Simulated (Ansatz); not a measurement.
GeO₂ (rutile)

```
GeO2
1.0
    4.41054     0.00000     0.00000
    0.00000     4.41054     0.00000
    0.00000     0.00000     2.87016
Ge O
2 4
Direct
  0.00000   0.00000   0.00000
  0.50000   0.50000   0.50000
  0.30600   0.30600   0.00000
  0.80600   0.19400   0.50000
  0.19400   0.80600   0.50000
  0.69400   0.69400   0.00000
```

In this cell atom 5 (O, nearest neighbour Ge at 1.877 Å; its periodic images, 2.9 Å or more away, move with it) is moved by s along Cartesian x, unit vector (1.000, 0.000, 0.000); all other atoms and the cell stay fixed.

Level of theory: r2SCAN (plane waves to 500 eV, PAW, scalar-relativistic; Ansatz, a first-principles code). k mesh 6×6×9 (Γ-centred), Fermi-Dirac smearing 0.05 eV. The energy includes the smearing's −TS. GeO2 was relaxed with its symmetry unable to fall. The zero of ΔE is the undisplaced structure.

```
s (Å)   ΔE (meV/cell)
------  -------------
-0.560           2476
-0.448           1629
-0.336            938
-0.224            425
-0.112            108
0.000               0
0.112             110
0.224             447
0.336            1018
0.448            1833
0.560            2902
```

### Question
What force constant k = d²E/ds² at s = 0 does the table give?

### Answer
17 eV/Å². It is the second difference of the nearest points, corrected with the next pair.

### Question
With k = 17.42 eV/Å² from the forces, is the well harmonic out to s = 0.560 Å?

### Answer
½ks² = 2731 meV/cell against the computed 2902 meV/cell, so the well is stiffer than harmonic there.

(A displaced cell: forces are minus the slopes of the energy, force constants its curvatures, and phonons follow from these.)
